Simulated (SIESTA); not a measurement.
Ir:

```
Ir
1.0
     0.00000    1.91560    1.91560
     1.91560    0.00000    1.91560
     1.91560    1.91560    0.00000
Ir
1
Direct
  0.00000 0.00000 0.00000
```

```yaml
Program: SIESTA 5.4.2
Task: relaxation of cell and atoms
Functional: PBE
Potentials_or_basis: PseudoDojo 0.4 standard (PBE files)
Basis: DZP (energy shift 0.003 Ry; two zetas on semicore shells)
Grid_cutoff: 800 Ry
Energy_shift: 0.003 Ry
k_mesh: 8 × 8 × 8
Occupations: fermi-dirac, width 0.05 eV
Spin: no spin polarisation
```

At the start: pressure 16.1 GPa; volume 14.06 Å³/atom.

Problem. How do energy, volume and symmetry change on relaxing?

Solution. Over 5 steps the energy falls by 28.7 meV/atom and the volume is 14.65 Å³/atom (+4.2 %); space group Fm-3m (No. 225, to 0.05 Å).

Step by step:
| step | energy change (eV) | largest force (eV/Å) | pressure (GPa) | volume (Å³) |
| --- | --- | --- | --- | --- |
| 1 | 0.0000 | 0.0000 | 16.12 | 14.06 |
| 2 | -0.0047 | 0.0000 | 14.66 | 14.11 |
| 3 | -0.0287 | 0.0000 | 0.76 | 14.63 |
| 4 | -0.0287 | 0.0000 | -0.18 | 14.66 |
| 5 | -0.0287 | 0.0000 | 0.06 | 14.65 |

Final structure:
```cif
data_structure
_symmetry_space_group_name_H-M 'P 1'
_symmetry_Int_Tables_number 1
_cell_length_a 2.7467
_cell_length_b 2.7467
_cell_length_c 2.7467
_cell_angle_alpha 60.000
_cell_angle_beta 60.000
_cell_angle_gamma 60.000
_cell_volume 14.65
loop_
_atom_site_label
_atom_site_type_symbol
_atom_site_fract_x
_atom_site_fract_y
_atom_site_fract_z
_atom_site_occupancy
Ir1 Ir 0.00000 0.00000 0.00000 1
```

Caveat: short orbitals over semicore shells can move pressures by several GPa; the basis of atomic orbitals isn't converged, which shifts pressures, moduli and gaps.
